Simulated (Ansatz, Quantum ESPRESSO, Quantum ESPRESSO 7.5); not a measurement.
# Complex bands of BeS, zinc blende type, lattice constant set to 5.065 Å

Aim: how fast states decay in the gap of BeS, zinc blende type, lattice constant set to 5.065 Å.

Calculated with Quantum ESPRESSO 7.5; plane-wave DFT, PBE, SG15 norm-conserving pseudopotentials (cross-check by Ansatz 0.2.0 with PAW datasets).

Report form: the programs' logs are mostly left out.

The structure was built from a prototype and need not be the compound's stable phase.

### Step 1. The structure

Symmetry: F-43m, No. 216, cubic system. Conventional cell: a = 5.065 Å, b = 5.065 Å, c = 5.065 Å, α = 90.00°, β = 90.00°, γ = 90.00°. Nearest to Be lie 4 S at 2.19 Å. Nearest to S lie 4 Be at 2.19 Å. Farther neighbours and most contacts between anions are not listed.

### Step 2. Self-consistent run

pwcond needs a cell whose third axis lies along the current and stands perpendicular to the other two.

The input, scf.in:

```
&control
  prefix = 'scf'
  outdir = './out'
  pseudo_dir = './pseudo'
  calculation = 'scf'
  tprnfor = .true.
/
&system
  ibrav = 0
  nat = 4
  ntyp = 2
  ecutwfc = 60
  ecutrho = 240
  occupations = 'fixed'
  nbnd = 14
/
&electrons
  conv_thr = 1e-09
  mixing_beta = 0.6
  electron_maxstep = 120
/
ATOMIC_SPECIES
  Be  9.0122  Be_ONCV_PBE-1.2.upf
  S   32.0600  S_ONCV_PBE-1.2.upf
CELL_PARAMETERS angstrom
  3.58149584670986 0.00000000000000 0.00000000000000
  0.00000000000000 3.58149584670986 0.00000000000000
  0.00000000000000 0.00000000000000 5.06500000000000
ATOMIC_POSITIONS crystal
  Be  0.000000000000 0.000000000000 0.000000000000
  S   0.500000000000 0.000000000000 0.250000000000
  Be  0.500000000000 0.500000000000 0.500000000000
  S   0.000000000000 0.500000000000 0.750000000000
K_POINTS automatic
  8 8 6 0 0 0
```

On the command line:

```console
$ OMP_NUM_THREADS=1 mpirun -n 2 pw.x -nk 2 -in scf.in > scf.out
```

It took 23 s on 2 MPI ranks of Arm Neoverse V1, shared host; peak memory 0.17 GiB.

This step gave:

| Quantity | Value |
| --- | --- |
| free energy | -1284.6767 eV |
| valence top, on the run's zero | 4.193 eV |
| conduction bottom, on the run's zero | 7.577 eV |
| gap by band count | 3.384 eV |

The run needed 9 iterations to bring the estimated error under 1e-09 Ry.

### Step 3. Complex bands with pwcond.x

ikind = 0 solves one period of the crystal for all kz, real and complex, at each energy and k across. ewind and epsproj trim the two-dimensional plane-wave basis; nz1 sets the subslabs.

The input, cbs.in:

```
&inputcond
  outdir = './out'
  prefixl = 'scf'
  band_file = 'cbs'
  ikind = 0
  ewind = 4.0
  epsproj = 1e-05
  nz1 = 7
  energy0 = 4.48
  denergy = -0.16
/
4
  0.00000000 0.00000000 1.00000000
  0.50000000 0.00000000 1.00000000
  0.50000000 0.50000000 1.00000000
  0.25000000 0.00000000 1.00000000
41
```

On the command line:

```console
$ OMP_NUM_THREADS=1 mpirun -n 2 pwcond.x -in cbs.in > cbs.out
```

Elapsed: 11 min, on 2 MPI ranks; peak memory 0.19 GiB.

This step gave:

- peak of the smallest κ at the zone centre: 0.304 Å⁻¹
- energy of the peak at the zone centre: 2.24 eV

K across = (0, 0) in the cell's reciprocal vectors; values within 0.0025 1/Å of each other count once, columns are sorted by size at each energy, a dash where no further value was kept. Table of Im kz of the slowest decaying states by energy, zero at the highest filled level of the SCF mesh:

| energy (eV) | decay 1 (Å⁻¹) | decay 2 (Å⁻¹) | decay 3 (Å⁻¹) |
| --- | --- | --- | --- |
| -1.92 | 0.946 | 1.90 | 1.92 |
| -1.76 | 0.932 | 1.84 | 1.91 |
| -1.44 | 0.903 | 1.76 | 1.88 |
| -1.28 | 0.889 | 1.73 | 1.87 |
| -0.96 | 0.859 | 1.66 | 1.85 |
| -0.80 | 0.845 | 1.63 | 1.84 |
| -0.64 | 0.829 | 1.60 | 1.83 |
| -0.32 | 0.798 | 1.55 | 1.80 |
| -0.16 | 0.783 | 1.52 | 1.79 |
| 0.00 | 0.016 | 0.766 | 1.49 |
| 0.32 | 0.158 | 0.223 | 0.733 |
| 0.48 | 0.189 | 0.266 | 0.716 |
| 0.80 | 0.232 | 0.325 | 0.68 |
| 0.96 | 0.248 | 0.347 | 0.661 |
| 1.12 | 0.262 | 0.365 | 0.641 |
| 1.44 | 0.282 | 0.392 | 0.6 |
| 1.60 | 0.289 | 0.402 | 0.578 |
| 1.76 | 0.295 | 0.41 | 0.554 |
| 2.08 | 0.302 | 0.422 | 0.503 |
| 2.24 | 0.304 | 0.425 | 0.475 |
| 2.56 | 0.303 | 0.41 | 0.427 |
| 2.72 | 0.301 | 0.372 | 0.426 |
| 2.88 | 0.297 | 0.327 | 0.424 |
| 3.20 | 0.202 | 0.286 | 0.416 |
| 3.36 | 0.071 | 0.279 | 0.411 |
| 3.52 | 0.27 | 0.404 | 0.738 |
| 3.84 | 0.246 | 0.386 | 0.639 |
| 4.00 | 0.231 | 0.375 | 0.586 |
| 4.32 | 0.191 | 0.348 | 0.471 |
| 4.48 | 0.163 | 0.332 | 0.407 |

K across = (0, 0) in the cell's reciprocal vectors. The Re kz of states that move upwards by energy, zero at the highest filled level of the SCF mesh:

| energy (eV) | channel 1 (Å⁻¹) | channel 2 (Å⁻¹) | channel 3 (Å⁻¹) |
| --- | --- | --- | --- |
| -1.92 | -0.507 | 0.356 | 0.356 |
| -1.76 | -0.476 | 0.442 | 0.442 |
| -1.60 | -0.446 | 0.515 | 0.515 |
| -1.44 | -0.415 | 0.581 | 0.581 |
| -1.28 | -0.599 | -0.599 | -0.384 |
| -1.12 | -0.540 | -0.540 | -0.352 |
| -0.96 | -0.484 | -0.484 | -0.320 |
| -0.64 | -0.371 | -0.371 | -0.251 |
| -0.48 | -0.312 | -0.312 | -0.213 |
| -0.32 | -0.247 | -0.247 | -0.170 |
| -0.16 | -0.170 | -0.170 | -0.117 |
| 0.00 | - | - | - |
| 0.16 | - | - | - |
| 0.32 | - | - | - |
| 0.48 | - | - | - |
| 0.64 | - | - | - |
| 0.80 | - | - | - |
| 0.96 | - | - | - |
| 1.12 | - | - | - |
| 1.44 | - | - | - |
| 1.60 | - | - | - |
| 1.76 | - | - | - |
| 1.92 | - | - | - |
| 2.08 | - | - | - |
| 2.24 | - | - | - |
| 2.40 | - | - | - |
| 2.56 | - | - | - |
| 2.72 | - | - | - |
| 2.88 | - | - | - |
| 3.04 | - | - | - |
| 3.20 | - | - | - |
| 3.52 | 0.182 | - | - |
| 3.68 | 0.273 | - | - |
| 3.84 | 0.346 | - | - |
| 4.00 | 0.411 | - | - |
| 4.16 | 0.474 | - | - |
| 4.32 | 0.535 | - | - |
| 4.48 | 0.597 | - | - |

K across = (1/2, 0) in the cell's reciprocal vectors; values within 0.0025 1/Å of each other count once, columns are sorted by size at each energy, a dash where no further value was kept. The Im kz of the slowest decaying states by energy, zero at the highest filled level of the SCF mesh:

| energy (eV) | decay 1 (Å⁻¹) | decay 2 (Å⁻¹) | decay 3 (Å⁻¹) |
| --- | --- | --- | --- |
| -1.92 | 0.912 | 1.52 | 2.37 |
| -1.76 | 0.866 | 1.50 | 2.36 |
| -1.60 | 0.812 | 1.49 | 2.35 |
| -1.44 | 0.748 | 1.47 | 2.35 |
| -1.28 | 0.665 | 1.46 | 2.34 |
| -1.12 | 0.543 | 1.44 | 2.34 |
| -0.96 | 0.252 | 1.42 | 2.33 |
| -0.64 | 0.153 | 0.542 | 1.39 |
| -0.48 | 0.195 | 0.622 | 1.37 |
| -0.32 | 0.227 | 0.672 | 1.35 |
| -0.16 | 0.253 | 0.707 | 1.33 |
| 0.00 | 0.275 | 0.731 | 1.32 |
| 0.16 | 0.294 | 0.75 | 1.30 |
| 0.32 | 0.31 | 0.763 | 1.28 |
| 0.48 | 0.323 | 0.773 | 1.26 |
| 0.64 | 0.335 | 0.78 | 1.24 |
| 0.80 | 0.345 | 0.785 | 1.22 |
| 0.96 | 0.354 | 0.788 | 1.21 |
| 1.12 | 0.361 | 0.789 | 1.19 |
| 1.44 | 0.372 | 0.787 | 1.15 |
| 1.60 | 0.376 | 0.784 | 1.13 |
| 1.76 | 0.379 | 0.78 | 1.11 |
| 1.92 | 0.38 | 0.775 | 1.08 |
| 2.08 | 0.381 | 0.77 | 1.06 |
| 2.24 | 0.38 | 0.763 | 1.04 |
| 2.40 | 0.379 | 0.756 | 1.02 |
| 2.56 | 0.376 | 0.748 | 1 |
| 2.72 | 0.372 | 0.739 | 0.978 |
| 2.88 | 0.367 | 0.729 | 0.955 |
| 3.04 | 0.361 | 0.719 | 0.932 |
| 3.20 | 0.354 | 0.707 | 0.908 |
| 3.52 | 0.335 | 0.683 | 0.859 |
| 3.68 | 0.323 | 0.669 | 0.834 |
| 3.84 | 0.31 | 0.655 | 0.807 |
| 4.00 | 0.294 | 0.64 | 0.78 |
| 4.16 | 0.275 | 0.624 | 0.752 |
| 4.32 | 0.253 | 0.607 | 0.722 |
| 4.48 | 0.227 | 0.589 | 0.691 |

K across = (1/2, 1/2) in the cell's reciprocal vectors; values within 0.0025 1/Å of each other count once, columns are sorted by size at each energy, a dash where no further value was kept. The Im kz of the slowest decaying states by energy, zero at the highest filled level of the SCF mesh:

| energy (eV) | decay 1 (Å⁻¹) | decay 2 (Å⁻¹) | decay 3 (Å⁻¹) |
| --- | --- | --- | --- |
| -1.92 | 0.233 | 0.244 | 2.25 |
| -1.76 | 0.28 | 0.286 | 2.24 |
| -1.60 | 0.316 | 2.23 | 2.26 |
| -1.44 | 0.338 | 0.345 | 2.22 |
| -1.28 | 0.356 | 0.369 | 2.21 |
| -1.12 | 0.37 | 0.389 | 2.20 |
| -0.96 | 0.38 | 0.406 | 2.19 |
| -0.64 | 0.394 | 0.432 | 2.17 |
| -0.48 | 0.398 | 0.442 | 2.15 |
| -0.32 | 0.401 | 0.451 | 2.14 |
| -0.16 | 0.402 | 0.458 | 2.13 |
| 0.00 | 0.402 | 0.464 | 2.12 |
| 0.16 | 0.401 | 0.468 | 2.11 |
| 0.32 | 0.398 | 0.472 | 2.10 |
| 0.48 | 0.395 | 0.474 | 2.09 |
| 0.64 | 0.39 | 0.475 | 2.08 |
| 0.80 | 0.385 | 0.476 | 2.07 |
| 0.96 | 0.378 | 0.475 | 2.06 |
| 1.12 | 0.371 | 0.474 | 2.04 |
| 1.44 | 0.352 | 0.468 | 2.02 |
| 1.60 | 0.342 | 0.465 | 2.01 |
| 1.76 | 0.33 | 0.46 | 2.00 |
| 1.92 | 0.316 | 0.454 | 1.99 |
| 2.08 | 0.302 | 0.448 | 1.98 |
| 2.24 | 0.286 | 0.441 | 1.96 |
| 2.40 | 0.267 | 0.433 | 1.95 |
| 2.56 | 0.247 | 0.425 | 1.94 |
| 2.72 | 0.224 | 0.415 | 1.93 |
| 2.88 | 0.196 | 0.404 | 1.92 |
| 3.04 | 0.164 | 0.393 | 1.90 |
| 3.20 | 0.12 | 0.38 | 1.89 |
| 3.52 | 0.351 | 1.87 | 1.93 |
| 3.68 | 0.335 | 1.85 | 1.92 |
| 3.84 | 0.317 | 1.84 | 1.91 |
| 4.00 | 0.297 | 1.83 | 1.89 |
| 4.16 | 0.275 | 1.81 | 1.88 |
| 4.32 | 0.249 | 1.80 | 1.87 |
| 4.48 | 0.22 | 1.79 | 1.86 |

K across = (1/4, 0) in the cell's reciprocal vectors; values within 0.0025 1/Å of each other count once, columns are sorted by size at each energy, a dash where no further value was kept. Table of Im kz of the slowest decaying states by energy, zero at the highest filled level of the SCF mesh:

| energy (eV) | decay 1 (Å⁻¹) | decay 2 (Å⁻¹) | decay 3 (Å⁻¹) |
| --- | --- | --- | --- |
| -1.92 | 0.047 | 0.19 | 1.23 |
| -1.76 | 0.093 | 1.21 | 1.51 |
| -1.60 | 0.113 | 1.19 | 1.5 |
| -1.44 | 0.119 | 1.18 | 1.49 |
| -1.28 | 0.114 | 1.16 | 1.47 |
| -1.12 | 0.094 | 1.14 | 1.45 |
| -0.96 | 0.03 | 1.12 | 1.44 |
| -0.64 | 1.09 | 1.41 | 1.71 |
| -0.48 | 0.041 | 1.07 | 1.39 |
| -0.32 | 0.141 | 1.05 | 1.37 |
| -0.16 | 0.102 | 0.19 | 1.03 |
| 0.00 | 0.226 | 0.232 | 1.01 |
| 0.16 | 0.255 | 0.305 | 0.994 |
| 0.32 | 0.278 | 0.358 | 0.975 |
| 0.48 | 0.297 | 0.401 | 0.956 |
| 0.64 | 0.313 | 0.436 | 0.937 |
| 0.80 | 0.327 | 0.466 | 0.917 |
| 0.96 | 0.339 | 0.492 | 0.897 |
| 1.12 | 0.349 | 0.514 | 0.877 |
| 1.44 | 0.365 | 0.551 | 0.835 |
| 1.60 | 0.37 | 0.567 | 0.814 |
| 1.76 | 0.374 | 0.58 | 0.792 |
| 1.92 | 0.377 | 0.592 | 0.769 |
| 2.08 | 0.379 | 0.603 | 0.746 |
| 2.24 | 0.38 | 0.612 | 0.723 |
| 2.40 | 0.379 | 0.621 | 0.698 |
| 2.56 | 0.378 | 0.628 | 0.673 |
| 2.72 | 0.375 | 0.635 | 0.647 |
| 2.88 | 0.371 | 0.619 | 0.64 |
| 3.04 | 0.366 | 0.59 | 0.645 |
| 3.20 | 0.36 | 0.559 | 0.649 |
| 3.52 | 0.344 | 0.491 | 0.656 |
| 3.68 | 0.333 | 0.452 | 0.658 |
| 3.84 | 0.321 | 0.408 | 0.66 |
| 4.00 | 0.307 | 0.358 | 0.662 |
| 4.16 | 0.291 | 0.297 | 0.664 |
| 4.32 | 0.218 | 0.272 | 0.667 |
| 4.48 | 0.065 | 0.25 | 0.684 |

### Step 4. Complex bands with pwcond.x, with epsproj = 0.01

A sensitivity test on the input.

cbs.w.in, as its differences from the input of step 3:

```diff
@@ -3,6 +3,6 @@
   prefixl = 'scf'
-  band_file = 'cbs'
+  band_file = 'cbs.w'
   ikind = 0
   ewind = 4.0
-  epsproj = 1e-05
+  epsproj = 0.01
   nz1 = 7
```

On the command line:

```console
$ OMP_NUM_THREADS=1 mpirun -n 2 pwcond.x -in cbs.w.in > cbs.w.out
```

Wall time 41 s (2 MPI ranks); peak memory 0.09 GiB; 83 s of CPU time.

The changed values were drawn from a wide range, not chosen for quality; the comparison shows what they did here together.

Beside the run it was changed from:

| quantity | this run | unchanged run | difference |
| --- | --- | --- | --- |
| peak of the smallest κ at the zone centre (Å⁻¹) | 0.311 | 0.304 | 0.0070 |
| wall time (s) | 41 | 684 |  |

The physical values in this table move by up to 2.3 %.

### Step 5. Complex bands with pwcond.x, with ewind, epsproj = [0.1, 0.1]

One more run, with a changed input.

cbs.bad.in, as its differences from the input of step 3:

```diff
@@ -3,6 +3,6 @@
   prefixl = 'scf'
-  band_file = 'cbs'
+  band_file = 'cbs.bad'
   ikind = 0
-  ewind = 4.0
-  epsproj = 1e-05
+  ewind = 0.1
+  epsproj = 0.1
   nz1 = 7
```

On the command line:

```console
$ OMP_NUM_THREADS=1 mpirun -n 2 pwcond.x -in cbs.bad.in > cbs.bad.out
```

Run time: 22 s. Hardware: 2 MPI ranks; peak memory 0.09 GiB; 44 s of CPU time.

The run finished, but its numbers are not taken as the system's. The fault: a window of plane waves far too small, with a loose projection threshold.

### Step 6. The same in Ansatz

As a check, the same structure is run in Ansatz.

Level of this step: plane-wave DFT, PBE, Ansatz PAW (Ansatz 0.2.0).

The input, input.yaml:

```yaml
crystal:
  lattice:
    - [3.5814958467, 0.0, 0.0]
    - [0.0, 3.5814958467, 0.0]
    - [0.0, 0.0, 5.065]
  atoms:
    - { symbol: Be, position: [0.0, 0.0, 0.0] }
    - { symbol: S, position: [0.5, 0.0, 0.25] }
    - { symbol: Be, position: [0.5, 0.5, 0.5] }
    - { symbol: S, position: [0.0, 0.5, 0.75] }
kpoints:
  mp_grid: { grid: [8, 8, 6] }
hamiltonian:
  xc: pbe
scf:
  occupations: { method: fixed }
  convergence: { dr2_threshold: 1.0e-09 }
output:
  transmission:
    leads: [[0, 0]]
    kpoints: [[0, 0], [0.5, 0], [0.5, 0.5], [0.25, 0]]
    e_range: [-1.92, 4.48]
    de: 0.16
```

On the command line:

```console
$ ansatz run input.yaml --threads 2 --pin off --max-ram 4096MiB --backend cpu --events-out ev --progress --plain --runs-dir out
```

It took 12 s on 2 threads; peak memory 0.36 GiB; 24 s of CPU time.

Numbers from this step:

```
free energy                                      : -1993.7272 eV
gap by band count                                : 3.361 eV
symmetry operations                              : 16
slowest decay at the grid energy nearest mid-gap : 0.2948 Å⁻¹
peak of the smallest κ at the zone centre        : 0.3039 Å⁻¹
energy of the peak at the zone centre            : 2.4 eV
peak of the smallest κ at (1/4, 0)               : 0.3790 Å⁻¹
valence top, on the run's zero                   : 3.940 eV
```

K across = (0, 0) in the cell's reciprocal vectors; values within 0.0025 1/Å of each other count once, columns are sorted by size at each energy, a dash where no further value was kept. The Im kz of the slowest decaying states by energy, zero at the highest filled level of the SCF mesh:

| energy (eV) | decay 1 (Å⁻¹) | decay 2 (Å⁻¹) | decay 3 (Å⁻¹) |
| --- | --- | --- | --- |
| -1.92 | 0.945 | - | - |
| -1.76 | 0.931 | - | - |
| -1.44 | 0.902 | - | - |
| -1.28 | 0.887 | - | - |
| -0.96 | 0.858 | - | - |
| -0.80 | 0.843 | - | - |
| -0.64 | 0.828 | - | - |
| -0.32 | 0.797 | - | - |
| -0.16 | 0.781 | - | - |
| 0.00 | 0.00218 | 0.765 | 1.48 |
| 0.32 | 0.157 | 0.222 | 0.731 |
| 0.48 | 0.188 | 0.265 | 0.714 |
| 0.80 | 0.232 | 0.325 | 0.677 |
| 0.96 | 0.248 | 0.347 | 0.659 |
| 1.12 | 0.262 | 0.365 | 0.639 |
| 1.44 | 0.282 | 0.392 | 0.597 |
| 1.60 | 0.289 | 0.402 | 0.575 |
| 1.76 | 0.295 | 0.410 | 0.551 |
| 2.08 | 0.302 | 0.421 | 0.500 |
| 2.24 | 0.304 | 0.424 | 0.471 |
| 2.56 | 0.303 | 0.406 | 0.426 |
| 2.72 | 0.301 | 0.367 | 0.425 |
| 2.88 | 0.297 | 0.321 | 0.423 |
| 3.20 | 0.191 | 0.287 | 0.415 |
| 3.36 | 0.0166 | 0.279 | 0.409 |
| 3.52 | 0.270 | 0.402 | 0.724 |
| 3.84 | 0.246 | 0.384 | 0.624 |
| 4.00 | 0.231 | 0.373 | 0.570 |
| 4.32 | 0.191 | 0.345 | 0.452 |
| 4.48 | 0.163 | 0.329 | 0.386 |

K across = (0, 0) in the cell's reciprocal vectors. The Re kz of states that move upwards by energy, zero at the highest filled level of the SCF mesh:

| energy (eV) | channel 1 (Å⁻¹) | channel 2 (Å⁻¹) | channel 3 (Å⁻¹) |
| --- | --- | --- | --- |
| -1.92 | -0.508 | 0.354 | 0.354 |
| -1.76 | -0.477 | 0.439 | 0.439 |
| -1.44 | -0.415 | 0.579 | 0.579 |
| -1.28 | -0.600 | -0.600 | -0.384 |
| -0.96 | -0.485 | -0.485 | -0.320 |
| -0.80 | -0.429 | -0.429 | -0.287 |
| -0.64 | -0.372 | -0.372 | -0.251 |
| -0.32 | -0.248 | -0.248 | -0.171 |
| -0.16 | -0.171 | -0.171 | -0.118 |
| 0.00 | - | - | - |
| 0.32 | - | - | - |
| 0.48 | - | - | - |
| 0.80 | - | - | - |
| 0.96 | - | - | - |
| 1.12 | - | - | - |
| 1.44 | - | - | - |
| 1.60 | - | - | - |
| 1.76 | - | - | - |
| 2.08 | - | - | - |
| 2.24 | - | - | - |
| 2.56 | - | - | - |
| 2.72 | - | - | - |
| 2.88 | - | - | - |
| 3.20 | - | - | - |
| 3.36 | - | - | - |
| 3.52 | 0.196 | - | - |
| 3.84 | 0.355 | - | - |
| 4.00 | 0.420 | - | - |
| 4.32 | 0.545 | - | - |
| 4.48 | 0.607 | - | - |

K across = (1/2, 0) in the cell's reciprocal vectors; values within 0.0025 1/Å of each other count once, columns are sorted by size at each energy, a dash where no further value was kept. Table of Im kz of the slowest decaying states by energy, zero at the highest filled level of the SCF mesh:

| energy (eV) | decay 1 (Å⁻¹) | decay 2 (Å⁻¹) | decay 3 (Å⁻¹) |
| --- | --- | --- | --- |
| -1.92 | 0.912 | - | - |
| -1.60 | 0.813 | 1.49 | - |
| -1.28 | 0.667 | 1.45 | - |
| -0.96 | 0.265 | 1.42 | - |
| -0.64 | 0.152 | 0.538 | 1.38 |
| -0.32 | 0.226 | 0.670 | 1.35 |
| -0.16 | 0.252 | 0.705 | 1.33 |
| 0.00 | 0.274 | 0.730 | 1.31 |
| 0.16 | 0.293 | 0.748 | 1.30 |
| 0.48 | 0.322 | 0.771 | 1.26 |
| 0.80 | 0.344 | 0.783 | 1.22 |
| 1.12 | 0.360 | 0.787 | 1.18 |
| 1.44 | 0.371 | 0.785 | 1.14 |
| 1.76 | 0.378 | 0.778 | 1.10 |
| 2.08 | 0.380 | 0.767 | 1.06 |
| 2.40 | 0.377 | 0.753 | 1.02 |
| 2.72 | 0.371 | 0.736 | 0.974 |
| 2.88 | 0.366 | 0.726 | 0.952 |
| 3.20 | 0.352 | 0.704 | 0.905 |
| 3.52 | 0.333 | 0.679 | 0.855 |
| 3.84 | 0.307 | 0.651 | 0.803 |
| 4.16 | 0.271 | 0.620 | 0.746 |
| 4.48 | 0.222 | 0.584 | 0.685 |

K across = (1/2, 1/2) in the cell's reciprocal vectors; values within 0.0025 1/Å of each other count once, columns are sorted by size at each energy, a dash where no further value was kept. The Im kz of the slowest decaying states by energy, zero at the highest filled level of the SCF mesh:

| energy (eV) | decay 1 (Å⁻¹) | decay 2 (Å⁻¹) |
| --- | --- | --- |
| -1.92 | 0.231 | 0.242 |
| -1.76 | 0.278 | 0.284 |
| -1.44 | 0.337 | 0.343 |
| -1.28 | 0.355 | 0.367 |
| -0.96 | 0.379 | 0.404 |
| -0.80 | 0.387 | 0.419 |
| -0.64 | 0.393 | 0.431 |
| -0.32 | 0.400 | 0.450 |
| -0.16 | 0.401 | 0.457 |
| 0.00 | 0.401 | 0.462 |
| 0.32 | 0.397 | 0.470 |
| 0.48 | 0.394 | 0.472 |
| 0.80 | 0.383 | 0.474 |
| 0.96 | 0.377 | 0.473 |
| 1.12 | 0.369 | 0.472 |
| 1.44 | 0.351 | 0.466 |
| 1.60 | 0.340 | 0.462 |
| 1.76 | 0.328 | 0.458 |
| 2.08 | 0.300 | 0.446 |
| 2.24 | 0.283 | 0.438 |
| 2.56 | 0.244 | 0.421 |
| 2.72 | 0.220 | 0.411 |
| 2.88 | 0.193 | 0.401 |
| 3.20 | 0.113 | 0.376 |
| 3.36 | 0.0101 | 0.362 |
| 3.52 | 0.347 | - |
| 3.84 | 0.311 | - |
| 4.00 | 0.291 | - |
| 4.32 | 0.241 | - |
| 4.48 | 0.211 | - |

K across = (1/4, 0) in the cell's reciprocal vectors; values within 0.0025 1/Å of each other count once, columns are sorted by size at each energy, a dash where no further value was kept. Im kz of the slowest decaying states against energy, zero at the highest filled level of the SCF mesh:

| energy (eV) | decay 1 (Å⁻¹) | decay 2 (Å⁻¹) | decay 3 (Å⁻¹) |
| --- | --- | --- | --- |
| -1.92 | 0.0455 | 0.196 | 1.23 |
| -1.76 | 0.0926 | 1.21 | - |
| -1.60 | 0.113 | 1.19 | 1.50 |
| -1.44 | 0.119 | 1.17 | 1.48 |
| -1.28 | 0.115 | 1.16 | 1.47 |
| -1.12 | 0.0951 | 1.14 | 1.45 |
| -0.96 | 0.0337 | 1.12 | 1.44 |
| -0.64 | 1.08 | 1.40 | - |
| -0.48 | 0.0349 | 1.07 | 1.39 |
| -0.32 | 0.139 | 1.05 | 1.37 |
| -0.16 | 0.0993 | 0.189 | 1.03 |
| 0.00 | 0.225 | 0.231 | 1.01 |
| 0.16 | 0.254 | 0.304 | 0.992 |
| 0.32 | 0.277 | 0.358 | 0.973 |
| 0.48 | 0.296 | 0.401 | 0.954 |
| 0.64 | 0.313 | 0.436 | 0.934 |
| 0.80 | 0.327 | 0.466 | 0.914 |
| 0.96 | 0.339 | 0.492 | 0.894 |
| 1.12 | 0.349 | 0.514 | 0.874 |
| 1.44 | 0.364 | 0.551 | 0.832 |
| 1.60 | 0.369 | 0.567 | 0.811 |
| 1.76 | 0.374 | 0.580 | 0.789 |
| 1.92 | 0.377 | 0.592 | 0.766 |
| 2.08 | 0.378 | 0.603 | 0.743 |
| 2.24 | 0.379 | 0.612 | 0.719 |
| 2.40 | 0.378 | 0.621 | 0.695 |
| 2.56 | 0.377 | 0.628 | 0.669 |
| 2.72 | 0.374 | 0.635 | 0.643 |
| 2.88 | 0.370 | 0.615 | 0.640 |
| 3.04 | 0.365 | 0.585 | 0.645 |
| 3.20 | 0.359 | 0.554 | 0.650 |
| 3.52 | 0.342 | 0.485 | 0.657 |
| 3.68 | 0.331 | 0.445 | 0.659 |
| 3.84 | 0.319 | 0.400 | 0.662 |
| 4.00 | 0.305 | 0.348 | 0.665 |
| 4.16 | 0.285 | 0.289 | 0.668 |
| 4.32 | 0.199 | 0.269 | 0.677 |
| 4.48 | 0.247 | 0.679 | 1.10 |

### Step 7. By hand

T falls as exp(−2κd). With κ = 0.292 1/Å, 10 Å of barrier pass exp(−2 × 0.292 × 10) = 0.0029 of that channel, interfaces aside.

### Step 8. Results

| Quantity | Value |
| --- | --- |
| gap on the SCF mesh | 3.38 eV |
| smallest κ at mid-gap among the four k points, at the zone centre | 0.292 Å⁻¹ |
| peak of the smallest κ in the stop band at the zone centre | 0.304 Å⁻¹ |
| energy of the peak at the zone centre, over the highest filled level | 2.24 eV |
| peak at the zone centre by Ansatz | 0.304 Å⁻¹ |

**Reading.** With a gap of 3.38 eV on the mesh, the smallest κ at mid-gap among the four k points, at the zone centre is 0.292 Å⁻¹ (PBE, SG15 norm-conserving). For a barrier with the Fermi level at mid-gap the slowest state found, at the zone centre, loses a factor of ten in probability every 3.9 Å or so. Stop bands away from the zone centre are mostly wider than the gap, so their peaks can lie above the conduction bottom. At the zone centre pwcond's peak is 0.304 and Ansatz's 0.304 1/Å, 0 % apart. The cell is the a/√2 one, turned by 45°, with two primitive cells, so X along [001] folds onto kz = 0. A semilocal gap is too small, often by a third to a half and by more in narrow-gap crystals, so real barriers decay faster.

[Logs are printed without paths, hosts, clocks, repeated set-up lines and the standing remarks that a program may print on its own settings, such as how far it seeks lower states.]

[Hosts, paths, dates, database ids (printed as entryN), source tags and the programs' standing remarks are cut or masked in the printed files.]

[Maps of the electrostatic potential energy from Ansatz leave out the sawtooth potential of an applied field or a dipole correction, so their vacuum need not be flat; planar profiles and work functions include it.]
